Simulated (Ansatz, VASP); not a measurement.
## Y: VASP beside Ansatz

INCAR

```
PREC = Accurate
ENCUT = 520
EDIFF = 1E-7
ISMEAR = -1
SIGMA = 0.05
LREAL = False
LASPH = True
NELM = 80
ALGO = Normal
ISIF = 2
LWAVE = False
LCHARG = False
GGA = PE
NBANDS = 18
```

File KPOINTS:

```
Automatic mesh
0
Gamma
  8 8 5
```

POSCAR

```
Y
1.0
    3.5981047680      0.0000000000      0.0000000000
   -1.7990523840      3.1160501346      0.0000000000
    0.0000000000      0.0000000000      5.6531499653
Y
2
Direct
    0.6666666667      0.3333333333      0.7500000000
    0.3333333333      0.6666666667      0.2500000000
```

The input input.yaml:

```yaml
crystal:
  lattice:
    - [3.598104768, 0.0, 0.0]
    - [-1.799052384, 3.1160501346, 0.0]
    - [0.0, 0.0, 5.6531499653]
  atoms:
    - { symbol: "Y", position: [0.6666666667, 0.3333333333, 0.75] }
    - { symbol: "Y", position: [0.3333333333, 0.6666666667, 0.25] }
hamiltonian:
  xc: pbe
  pseudopotentials: { kind: paw }
kpoints:
  mp_grid: { grid: [8, 8, 5] }
scf:
  occupations: { method: fermi_dirac, width: 0.05 }
output:
  forces: true
  stress: true
  eigenvalues: true
```

Change from the starting cell: volume scaled by 0.96.

Alike in both runs: task single point; functional PBE; k mesh 8 × 8 × 5; occupations fermi-dirac, width 0.05 eV; no spin polarisation.

```csv
,VASP,Ansatz
version,VASP 6.6.1,Ansatz 0.2.0
potentials or method,"VASP PAW PBE potentials, release 64 (Y_sv)",Ansatz PAW
plane-wave cutoff (eV),520,420
valence electrons in the cell,22,22
```

VASP gave:

| Property | Result |
| --- | --- |
| gap on the k mesh at the Fermi level (eV) | none |
| pressure (GPa) | 1.5 |
| largest component of the traceless stress (GPa) | 0.24 |

Question: Which values does Ansatz return?

Answer: gap on the k mesh at the Fermi level (eV): none; pressure (GPa): 1.6; largest component of the traceless stress (GPa): 0.24.

A gap of «none» marks a metal or a gap that the smearing closes.
